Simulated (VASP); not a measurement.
# CdSe, energy along a vibration (SMASS = -2): which settings are enough?

CdSe, Fm-3m (no. 225), atoms displaced along the mode, 2 atoms in the cell. LDA, energy along a line of displacements; PAW potentials Cd, Se (LDA set). VASP 6.6.1.

Wanted: harmonic frequency within 1 %.

Space group without the displacement: Fm-3m (no. 225); Mode: optical mode at Gamma along x.

POSCAR of the starting run:
```
CdSe
1.0
    0.0000000000      2.8739580000      2.8739580000
    2.8739580000      0.0000000000      2.8739580000
    2.8739580000      2.8739580000      0.0000000000
Cd Se
1 1
Direct
    0.0057430066     -0.0057430066     -0.0057430066
    0.4918249187      0.5081750813      0.5081750813

    0.0082525799   0.0000000000   0.0000000000
   -0.0117474201   0.0000000000   0.0000000000
```

The series start from k mesh: 5 × 5 × 5; Cutoff (eV): 360; Step along the mode (Å): 0.02; Extrapolation between steps (IWAVPR): 11. Each series keeps the choices made before it, and each single choice may use up half of a tolerance.

## k mesh

| k mesh | Harmonic frequency (THz) | Time (s) |
|---|---|---|
| 2 × 2 × 2 | 3.653 | 15 |
| 3 × 3 × 3 | 1.247 | 22 |
| 4 × 4 × 4 | 2.334 | 31 |
| 5 × 5 × 5 | 2.268 | 54 |
| 6 × 6 × 6 | 1.855 | 91 |
| 7 × 7 × 7 (reference) | 1.946 | 134 |

## Cutoff (eV)

| Cutoff (eV) | Harmonic frequency (THz) | Time (s) |
|---|---|---|
| 200 | 1.48 | 56 |
| 240 | 2.045 | 81 |
| 280 | 1.971 | 80 |
| 320 | 1.96 | 88 |
| 360 | 1.946 | 134 |
| 420 (reference) | 1.948 | 130 |

## Extrapolation between steps (IWAVPR)

| Extrapolation between steps (IWAVPR) | Harmonic frequency (THz) | Time (s) |
|---|---|---|
| 11 | 1.938 | 171 |
| 12 | 1.938 | 114 |
| 0 | 1.938 | 165 |

## Question

The rows run from the loosest to the tightest (no order: extrapolation between steps). For each series: choose the loosest value from which every tighter one stays within half of the tolerance; where there is no order, keep the first row unless others stay within half of the tolerance and take at least 30 % less time, and then take the fastest.

## Answer

- k mesh: 7 × 7 × 7, the tightest run, since the next looser one is off by more than half of the tolerance (convergence isn't shown beyond it)
- Cutoff (eV): 360
- Extrapolation between steps (IWAVPR): 12

Also changed on the way, by series that aren't shown: Step along the mode (Å): 0.08.

## All choices together

| Input | Harmonic frequency (THz) | Time (s) |
|---|---|---|
| defaults on a coarse mesh (naive) | 1.301 | 6.2 |
| chosen settings | 1.938 | 114 |
| reference settings throughout | 1.949 | 110 |

The chosen settings stay within the tolerance of the reference run, but the reference itself isn't shown to be converged in: k mesh.

## The input

INCAR:
```
SYSTEM = CdSe
GGA = CA
PREC = Accurate
ENCUT = 360
EDIFF = 1E-7
ALGO = Normal
LREAL = .FALSE.
LASPH = .TRUE.
ISMEAR = 0
SIGMA = 0.03
ISYM = 0
LWAVE = .FALSE.
LCHARG = .FALSE.
IBRION = 0
SMASS = -2
POTIM = 1
NSW = 9
NELMIN = 4
IWAVPR = 12
KPAR = 2
```

KPOINTS:
```
Automatic mesh
0
Gamma
  7 7 7
  0 0 0
```

POSCAR:
```
CdSe
1.0
    0.0000000000      2.8739580000      2.8739580000
    2.8739580000      0.0000000000      2.8739580000
    2.8739580000      2.8739580000      0.0000000000
Cd Se
1 1
Direct
    0.0229720264     -0.0229720264     -0.0229720264
    0.4672996749      0.5327003251      0.5327003251

    0.0330103195   0.0000000000   0.0000000000
   -0.0469896805   0.0000000000   0.0000000000
```

Commands:
```
cat potpaw_LDA.64/Cd/POTCAR potpaw_LDA.64/Se/POTCAR > POTCAR
mpirun -np 2 vasp_std > vasp.out
```

The chosen input took VASP 6.6.1 114 s on 2 cores (AMD EPYC 7R43 (Zen 3)), a shared host.

## An input that fails: POTIM multiplies the typed steps tenfold

It runs to its end, but against the unchanged starting input it is off by 5276 % in the harmonic frequency.

Changes against the starting input:
```
- POTIM = 1
+ POTIM = 10
```
